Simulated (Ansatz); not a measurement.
# Defect calculation, host Ti

Computed with Ansatz, DFT PBE, scalar-relativistic, plane waves, PAW. Settings: 420 eV cutoff, 4×4×4 k-mesh, Gaussian smearing of 0.10 eV, no spin polarisation.

Host crystal, relaxed:

```
CELL_PARAMETERS angstrom
-1.62775 1.62775 1.62775
1.62775 -1.62775 1.62775
1.62775 1.62775 -1.62775
ATOMIC_POSITIONS crystal
Ti 0.00000 0.00000 0.00000
```

Supercell of 32 atoms, rows in host cell vectors: 2 2 4; -2 0 2; 0 -2 2. Atoms relax at the host's cell, keeping the symmetry that the supercell leaves at the site. The cell is small, so energies carry finite-size errors of tenths of an eV. The host is a metal. Atoms are taken from and returned to the elements' standard states.

The defect is an interstitial at (0.250, 0.500, 0.750) of the host cell.

| charge | E_f at the valence band top (eV) | moment (μB) | largest move (Å) | atoms near the site |
| --- | --- | --- | --- | --- |
| 0 | -2.32 | 0.00 | 0.26 | 4 Ti at 1.86 Å |

Question: Which element is it? Judge by the nearest distance in charge 0 and covalent radii.
A. Te
B. H
C. Ga
D. C
E. Tl

Answer: B. The nearest neighbour is Ti at 1.86 Å, and the summed covalent radii with Ti are 2.36 Å for C, 2.82 Å for Ga, 1.91 Å for H, 2.98 Å for Te, 3.05 Å for Tl, so H fits best. Bonds can miss such sums by a tenth of an ångström or more.

This bcc form isn't the element's structure at ambient conditions.